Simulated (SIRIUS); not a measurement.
Input of a SIRIUS 7.10.0 run:

sirius.json

```json
{
  "control": {
    "processing_unit": "cpu",
    "verbosity": 2,
    "num_bands_to_print": 14,
    "print_forces": true,
    "print_stress": true
  },
  "parameters": {
    "electronic_structure_method": "pseudopotential",
    "xc_functionals": ["XC_GGA_X_PBE_SOL", "XC_GGA_C_PBE_SOL"],
    "gk_cutoff": 8.5,
    "pw_cutoff": 17.0,
    "ngridk": [11, 11, 11],
    "shiftk": [0, 0, 0],
    "smearing": "fermi_dirac",
    "smearing_width": 0.0018374661,
    "num_bands": 14,
    "num_mag_dims": 0,
    "num_dft_iter": 100,
    "energy_tol": 1e-08,
    "density_tol": 1e-06
  },
  "iterative_solver": {
    "type": "davidson",
    "min_tolerance": 1e-09,
    "tolerance_scale": [0.1, 0.25]
  },
  "mixer": {
    "type": "anderson",
    "beta": 0.7,
    "max_history": 8
  },
  "settings": {
    "tol_ne": 1e-10,
    "pseudo_grid_cutoff": 6.5
  },
  "unit_cell": {
    "lattice_vectors": [
      [-3.262685853485, 3.355297551401, 4.41882596571],
      [3.262685853485, -3.355297551401, 4.41882596571],
      [3.262685853485, 3.355297551401, -4.41882596571]
    ],
    "atom_coordinate_units": "lattice",
    "atom_types": ["Sn"],
    "atom_files": {
      "Sn": "Sn.json"
    },
    "atoms": {
      "Sn": [
        [0.0, 0.0, 0.0]
      ]
    }
  }
}
```

Potentials or basis: PseudoDojo 0.4.1 PBEsol standard (scalar relativistic).

Launch:

```console
$ upf_to_json Sn.upf
$ OMP_NUM_THREADS=1 sirius.scf --input=sirius.json --output=out.json --task=0
```

(1) Estimate the pressure.

(2) Predict the band gap on the k mesh.

Results:

(1) -3.6 GPa.

(2) none (metal or under the smearing width).
